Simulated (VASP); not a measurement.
Runs of VASP 6.6.1 on RbCl. The structure is cubic, space group Fm-3m (No. 225). The conventional cell has a = 6.700 Å, b = 6.700 Å, c = 6.700 Å, α = 90.00°, β = 90.00°, γ = 90.00°. Rb (site symmetry m-3m) has 6 Cl at 3.35 Å as nearest neighbours. Around Cl (site symmetry m-3m) lie 6 Rb at 3.35 Å. 

| task | level | cell | gap on the mesh (eV) | pressure (GPa) |
| --- | --- | --- | --- | --- |
| relaxation of the atoms | PBE | atoms relaxed from: a relaxed cell with its volume scaled by 0.94 | 5.02 | 1.0 |
| relaxation of the atoms | PBE+D3(BJ) | atoms relaxed from: a relaxed cell with its volume scaled by 1.04 | (a) | -0.6 |
| relaxation of the atoms | PBE+D3(BJ) | atoms relaxed from: a relaxed cell with its volume scaled by 0.94 | 5.18 | 1.2 |
| relaxation of the atoms | PBE+D3(BJ) | atoms relaxed from: a relaxed cell with its volume scaled by 0.98 | (c) | 0.3 |
| relaxation of cell and atoms | PBE | relaxed | 4.83 | 0.0 |
| relaxation of the atoms | PBE+D3(BJ) | atoms relaxed | 4.98 | 0.0 |
| relaxation of cell and atoms | PBE+D3(BJ) | relaxed | 4.98 | 0.0 |
| relaxation of the atoms | PBE | atoms relaxed from: a relaxed cell with its volume scaled by 1.04 | (b) | -0.5 |
| relaxation of the atoms | PBE+D3(BJ) | atoms relaxed from: a relaxed cell with its volume scaled by 0.96 | 5.11 | 0.7 |
| relaxation of the atoms | PBE | atoms relaxed from: a relaxed cell with its volume scaled by 0.96 | 4.96 | 0.7 |
| relaxation of the atoms | PBE | atoms relaxed from: a relaxed cell with its volume scaled by 1.02 | 4.77 | -0.3 |
| relaxation of the atoms | PBE+D3(BJ) | atoms relaxed from: a relaxed cell with its volume scaled by 1.02 | 4.92 | -0.3 |

Alike in all rows: potentials or basis VASP PAW PBE potentials, release 64 (Rb_sv, Cl); no spin polarisation; k mesh 8 × 8 × 8; cutoff (eV) 600; smearing gaussian 0.03 eV.

Problem. Fill in the values left out.

Solution. (a) 4.86; (b) 4.71; (c) 5.05.

Caveats: the relaxation stopped at its first step, so nothing moved (some runs).

A k mesh can miss the band edges, and the runs leave out spin-orbit coupling on Rb.
